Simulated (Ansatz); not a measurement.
Runs of Ansatz 0.2.0 on FeO (Wuestite). The structure is cubic, space group Fm-3m (No. 225). The conventional cell has a = 4.311 Å, b = 4.311 Å, c = 4.311 Å, α = 90.00°, β = 90.00°, γ = 90.00°. Fe (site symmetry m-3m) has 6 O at 2.16 Å as nearest neighbours. Around O (site symmetry m-3m) lie 6 Fe at 2.16 Å. 

```tsv
task	level	cell	k mesh	cutoff (eV)	gap on the mesh (eV)	pressure (GPa)	moment (μB)	relaxed volume (Å³/atom)
relaxation of cell and atoms	revPBE+D3(BJ)	relaxed	11 × 11 × 11	-	-	0.0	4.00	(a)
phonons	PBEsol	as given	8 × 8 × 8	373	none	-	4.00	-
band structure	LDA	as given	11 × 11 × 11	349	-	(b)	4.00	-
band structure	RPBE	as given	11 × 11 × 11	349	-	(d)	4.00	-
relaxation of cell and atoms	revPBE	relaxed	11 × 11 × 11	-	-	0.0	4.00	10.22
density of states	PBEsol	as given	11 × 11 × 11	349	none	-8.6	4.00	-
band structure	revPBE	as given	11 × 11 × 11	349	-	3.7	4.00	-
relaxation of cell and atoms	PBEsol+D3(BJ)	relaxed	11 × 11 × 11	-	-	0.0	4.00	9.43
relaxation of cell and atoms	RPBE+D4	relaxed	11 × 11 × 11	-	-	0.0	4.00	9.85
relaxation of cell and atoms	LDA	relaxed	11 × 11 × 11	-	-	0.0	(c)	9.15
band structure	BLYP	as given	11 × 11 × 11	349	-	6.7	4.00	-
phonons	LDA	as given	8 × 8 × 8	373	none	-	4.00	-
```

Alike in all rows: potentials or basis all-electron LAPW, scalar-relativistic; spin collinear, ferromagnetic start; smearing fermi-dirac 0.05 eV; basis error allowed 0.001 eV/atom.

Question: Estimate the missing entries.

Answer: (a) 9.86; (b) -15.6; (c) 3.87; (d) 5.2.

Caveats: a cell with one magnetic atom can't hold antiferromagnetic order, which such compounds often take; semilocal functionals often make such compounds metallic where correlation or magnetic order opens a gap, which also shifts bond lengths (some runs); the k mesh is thin for a metal, which can move the energy by tens of meV per atom (some runs); a metal's response needs a denser mesh (some runs); so large a pressure means that the cell lies far from this level's equilibrium, or that cutoff or potentials fall short (some runs).

A gap of «none» marks a metal or a gap under the smearing width.

Runs at the PBE level aren't shown here.
